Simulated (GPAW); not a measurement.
The system is As.

```
CELL_PARAMETERS angstrom
1.88080 1.08588 3.51406
-1.88080 1.08588 3.51406
0.00000 -2.17176 3.51406
ATOMIC_POSITIONS crystal
As 0.22600 0.22600 0.22600
As 0.77400 0.77400 0.77400
```

```yaml
Program: GPAW 26.7.0
Task: single point
Functional: PBE
Potentials_or_basis: GPAW PAW data sets (gpaw-data 1.2.1)
Cutoff: 600 eV
Basis: pw
k_mesh: 9 × 9 × 9
Occupations: fermi-dirac, width 0.05 eV
Spin: no spin polarisation
```

On this cell: pressure 3.9 GPa; largest force 0.483 eV/Å; band gap on the k mesh none (metal or under the smearing width).

The same run follows on a disturbed copy (atoms moved at random, drawn with an rms of 0.05 Å):

```xyz
2
Lattice="1.8808 1.0859 3.5141 -1.8808 1.0859 3.5141 0.0000 -2.1718 3.5141" Properties=species:S:1:pos:R:3 pbc="T T T"
As   -0.0243   -0.0316    2.3523
As    0.0000    0.0160    8.1497
```

Problem. What changes?

Solution. The energy (extrapolated to zero smearing) moves by +10.3 meV/atom; pressure 4.5 GPa; largest force 0.775 eV/Å; band gap on the k mesh none (metal or under the smearing width).

Forces in eV/Å, atoms in the order of the input:
```
As   0.134  0.300  0.702
As  -0.134 -0.300 -0.702
```

Stress tensor (GPa, compression positive):
```
 4.13 -0.25  0.64
-0.25  5.38  1.38
 0.64  1.38  4.12
```
